A fluid has one mechanical variable, its volume. Squeeze it and the pressure rises; change its shape at fixed volume and nothing happens. It is tempting to treat a crystal in the same way and to read every small change of the cell as a change of volume. The crystal here is silicon in the metallic β-tin structure, a tetragonal lattice in which x and y are equivalent and z is the short axis. "Vzz at Si" measures how far the electric field around the nucleus departs from cubic symmetry.

Silicon (space group I4_1/amd, unrelaxed two-atom Materials Project cell) in Ansatz 0.2.0: r2SCAN, scalar-relativistic frozen-core PAW, no spin polarisation, 500 eV cutoff, 16 × 16 × 16 k points, Fermi–Dirac smearing of 0.08 eV. Pressure and stress are positive in compression. Vzz is the principal component of the electric field gradient that is largest in magnitude.

| change from the base run | pressure (GPa) | stress xx (GPa) | stress zz (GPa) | stress xy (GPa) | Vzz at Si (1e21 V/m^2) |
| --- | --- | --- | --- | --- | --- |
| base | 2.55 | 2.79 | 2.07 | 0.00 | 2.04 |
| volume scaled by 0.95 | 9.57 | 10.30 | 8.11 | 0.00 | 2.16 |
| volume scaled by 0.975 | 5.83 | 6.29 | 4.91 | 0.00 | 2.10 |
| volume scaled by 1.025 | -0.33 | -0.27 | -0.45 | 0.00 | 1.98 |
| volume scaled by 1.05 | -2.84 | -2.92 | -2.68 | 0.00 | 1.93 |
| atom 2 (Si) moved by 0.05 angstrom | 2.65 | 2.29 | 2.08 | 0.00 | 2.08 |
| equal xy, yz and zx shear strains of -1.5 % | 2.56 | 2.87 | 1.95 | 1.65 | 2.04 |
| x and y stretched by +1.5 %, z held | -1.04 | -1.19 | -0.73 | 0.00 | 1.77 |

**(a) Take the five rows that differ only in volume. Is the pressure proportional to the change of volume, as for a spring?**

*Solution.* Draw a straight line through the base run with the slope given by the two rows at ±2.5 %, and extend it to the volume ratio 0.95:

$$P \approx 2.55 + \frac{-0.33-5.83}{0.05}\,(0.95-1) = 8.71\ \text{GPa}.$$

The calculation gives 9.57 GPa. At 1.05 the line is again too low, by 0.77 GPa. Errors of the same sign at both ends are the mark of a curve, since a wrong slope would give opposite signs.

The two limits explain the curvature. Atoms pushed together repel ever more steeply, while atoms pulled far apart stop interacting, so the stiffness $-V\,dP/dV$ must fall on expansion. Here it drops from 144 to 104 GPa across the rows.

A better spring variable is $f=\tfrac12[(V_0/V)^{2/3}-1]$, where $V_0$ is the volume at zero pressure. If the energy grows as $f^2$, its derivative gives

$$P \propto (V_0/V)^{7/3}-(V_0/V)^{5/3},$$

the second-order Birch–Murnaghan form. Fitted to the same five rows, it has two constants, as a line does, but misses no pressure by more than about 0.03 GPa. With the shape held fixed, it puts zero pressure at a volume ratio of 1.022, a value that the use of PAW files made with PBE may shift.

**(b) Now x and y are stretched by 1.5 % with z held. The volume grows by the factor $1.015^2=1.030$. Does the new volume predict the new pressure and the new field gradient?**

*Solution.* It nearly predicts the pressure. The curve from (a), which was not fitted to this row, gives −0.87 GPa against −1.04 GPa, a miss of 5 % of the change from the base run.

For the field gradient, take charges that keep their arrangement and simply scale with the lattice. Each contributes as the inverse cube of its distance, so the gradient should go as $1/V$. With nothing fitted, this rule follows the volume rows to about 0.01 in the table's unit. For the stretched cell it gives $2.04/1.030=1.98$, but the calculation gives 1.77.

The failure shows even without a model: 1.77 lies below the value of every volume row, although the cell at 1.05 is larger. Interpolating between the volume rows assigns about three quarters of the fall to the change of shape.

The limiting case of a cubic site shows why. There the field gradient is zero at any volume, while the pressure can have any value. The gradient therefore depends on how the surroundings depart from cubic symmetry, not on the volume alone. The $1/V$ rule assumes that these surroundings only scale, but the stretch also changes the ratio of the axes. Not every change of shape matters as much: in the sheared cell of the table the value stays at 2.04. The stretch probably weakens the bonds that lie mostly in the xy plane and so evens out the silicon p orbitals, but no row tests this.

**(c) Two further changes leave the volume practically untouched: one atom is moved by 0.05 Å, or the cell is sheared. The pressure shifts by only 0.10 and 0.01 GPa. Has the crystal hardly noticed?**

*Solution.* For the moved atom, test the symmetry first. If x and y were still equivalent, the pressure would be

$$\frac{2\times 2.29+2.08}{3}=2.22\ \text{GPa},$$

but it is 2.65 GPa. The same test works in every other row. The stress along y must therefore be $3\times2.65-2.29-2.08=3.58$ GPa, which exceeds that along x by 1.29 GPa.

The cause lies in the bonds. Of an atom's four nearest neighbours, two lie above it in one vertical plane and two below it in the other. The atom was moved equally along x, y and z. The z part of the shift shortens one pair and lengthens the other, so one horizontal stress rises and the other falls. Reversing the shift exchanges the two planes. The difference of the stresses then changes sign, but the pressure, the average of all three normal stresses, cannot tell the two directions apart and responds only at second order.

In the sheared cell, whose atoms follow the strain and are not relaxed, the response appears as an xy stress of 1.65 GPa. Divided by the engineering strain of 1.5 %, the change of the angle between x and y, this is a shear stiffness of 110 GPa, comparable with the stiffness against compression in (a). For a fluid it would be zero.

The metallic form can appear where a wafer is indented or machined. Transistor channels use silicon in the diamond structure, so these stiffnesses should not be carried over to strained channels. The output below lists the misses of each rule row by row.

Output of the analysis:

```
fit of P on 5 rows (iso > 0): coefficient of t7 177.8 +/- 0.58, coefficient of t5 -175.3 +/- 0.58; rms 0.0237, worst volume scaled by 1.05 -0.0319, leave-one-out rms 0.0495
  rows outside the fit (model, value, miss): atom 2 (Si) moved by 0.05 angstrom 2.576, 2.65, -0.0738; equal xy, yz and zx shear strains of -1.5 % 2.597, 2.56, 0.0371; x and y stretched by +1.5 %, z held -0.8748, -1.04, 0.165
Misses, model less table:
                                          row  volume ratio  straight line P GPa  Birch P GPa  1/V rule Vzz  (2xx+zz)/3 less P GPa
                                         base             1                    0      0.02623             0              4.441e-16
                        volume scaled by 0.95          0.95                -0.86     -0.02526      -0.01263                      0
                       volume scaled by 0.975         0.975                 -0.2      0.01486     -0.007692              8.882e-16
                       volume scaled by 1.025         1.025                 -0.2      0.01586       0.01024                      0
                        volume scaled by 1.05          1.05                -0.77     -0.03192       0.01286                      0
           atom 2 (Si) moved by 0.05 angstrom             1                 -0.1     -0.07377         -0.04                  -0.43
  equal xy, yz and zx shear strains of -1.5 %        0.9998              0.01089      0.03707      0.000346               0.003333
          x and y stretched by +1.5 %, z held          1.03              -0.1337       0.1652        0.2101               0.003333
Stiffness -V dP/dV between 0.95 and 0.975, GPa: 144
Stiffness -V dP/dV between 1.025 and 1.05, GPa: 104.2
Volume ratio at zero pressure, fixed shape: 1.022
Stress xx less zz at volume 1.025, GPa: 0.18
Moved atom: hidden stress yy, GPa: 3.58
Moved atom: stress yy less xx, GPa: 1.29
Moved atom: pressure less base, GPa: 0.1
Shear: pressure less base, GPa: 0.01
Shear: stress xy over strain of 1.5 %, GPa: 110
Stretch: pressure from volume alone, GPa: -0.8748
Stretch: miss of volume alone, % of the pressure change: 4.601
Stretch: Vzz from volume alone, interpolated, 1e21 V/m^2: 1.97
Stretch: fall of Vzz from base, %: 13.24
Stretch: share of the fall due to shape, %: 73.91
```
